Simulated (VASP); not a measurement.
Input of a VASP 6.6.1 run:

Contents of INCAR:

```
SYSTEM = Si
PREC = Accurate ; ENCUT = 520
EDIFF = 1E-6 ; ISMEAR = 0
SIGMA = 0.012 ; LREAL = .FALSE.
LASPH = .TRUE. ; NELM = 80
ALGO = Normal ; ISIF = 2
LWAVE = .FALSE. ; LCHARG = .FALSE.
GGA = PE
```

Contents of KPOINTS:

```
regular mesh
0
G
  12 12 11
  0 0 0
```

The input POSCAR:

```
Si
1.0
    2.6205428149      0.0000000000      0.0000000000
   -1.3102714075      2.2694566494      0.0000000000
    0.0000000000      0.0000000000      2.4663543900
Si
1
Direct
    0.0000000000      0.0000000000      0.0000000000
```

Potentials or basis: VASP PAW PBE potentials, release 64 (Si).

Run with:

```sh
$ cat potpaw_PBE.64/Si/POTCAR > POTCAR
$ mpirun -np 1 vasp_std > vasp.out
```

**Question.** What does it give for the pressure?

**Answer.** 3.0 GPa.

**Question.** Estimate the band gap on the k mesh.

**Answer.** None (metal or under the smearing width).

Stress tensor (GPa, compression positive):
```
1.26 0.00 0.00
0.00 1.26 0.00
0.00 0.00 6.52
```
